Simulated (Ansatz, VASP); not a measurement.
Al in VASP and in Ansatz

The input INCAR:

```
SYSTEM = Al
ALGO     = Normal         ! electronic algorithm
DIPOL    = 0.5 0.5 0.313
EDIFF    = 1E-7           ! SCF threshold, eV
ENCUT    = 520            ! plane-wave cutoff, eV
GGA      = PE             ! functional
IDIPOL   = 3            
ISIF     = 2              ! what is computed and relaxed
ISMEAR   = 0              ! smearing method
LASPH    = .True.         ! aspherical terms in the spheres
LCHARG   = .True.         ! write CHGCAR
LDIPOL   = .True.       
LELF     = .True.         ! ELF
LREAL    = .False.        ! projectors in reciprocal space
LVACPOTAV= .True.       
LVHAR    = .True.       
LWAVE    = .False.        ! write WAVECAR
NBANDS   = 12             ! bands
NELM     = 100            ! most SCF steps
PREC     = Accurate       ! precision mode
SIGMA    = 0.1            ! smearing width, eV
```

KPOINTS

```
k-points
0
Gamma
  9 9 1
  0 0 0
```

POSCAR

```
Al
1.0
    2.8567582918      0.0000000000      0.0000000000
   -1.4283791459      2.4740252532      0.0000000000
    0.0000000000      0.0000000000     20.1013782055
Al
3
Direct
    0.6666666667      0.3333333333      0.1989913308
    0.3333333333      0.6666666667      0.3134471548
    0.0000000000      0.0000000000      0.4278999240
```

Input for Ansatz:

```yaml
crystal:
  lattice:
    - [2.8567582918, 0.0, 0.0]
    - [-1.4283791459, 2.4740252532, 0.0]
    - [0.0, 0.0, 20.1013782055]
  atoms:
    - { symbol: Al, position: [0.6666666667, 0.3333333333, 0.1989913308] }
    - { symbol: Al, position: [0.3333333333, 0.6666666667, 0.3134471548] }
    - { symbol: Al, position: [0.0, 0.0, 0.427899924] }
basis:
  ecutwfc: 420
kpoints:
  mp_grid: { grid: [9, 9, 1] }
hamiltonian:
  xc: pbe
  pseudopotentials: { kind: paw, azcp: { folder: soft_1 } }
scf:
  occupations: { method: gaussian, width: 0.1 }
output:
  forces: true
  eigenvalues: true
efield:
  axis: 3
  dipole_correction: true
  ramp_width: 0.04
```

Alike in both runs: task single point; functional PBE; k mesh 9 × 9 × 1; occupations gaussian, width 0.1 eV; no spin polarisation.

|  | VASP | Ansatz |
| --- | --- | --- |
| version | VASP 6.6.1 | Ansatz 0.2.0 |
| potentials or method | VASP PAW PBE potentials, release 64 (Al) | scalar-relativistic, plane waves, PAW |
| plane-wave cutoff (eV) | 520 | 420 |
| valence electrons in the cell | 9 | 9 |

|  | VASP | Ansatz | Ansatz less VASP |
| --- | --- | --- | --- |
| gap on the k mesh at the Fermi level (eV) | none | none | - |
| rms of the force components (eV/Å) | 0.082 | 0.082 | -0.0001 |
| work function, face that differs most (eV) | 3.91 | 3.91 | -0.002 |

Atom by atom the forces differ by 0.000 eV/Å (rms over components). A gap of «none» marks a metal or a gap that the smearing closes. The functional is the same, so the differences come from potentials, cutoffs and numerics.
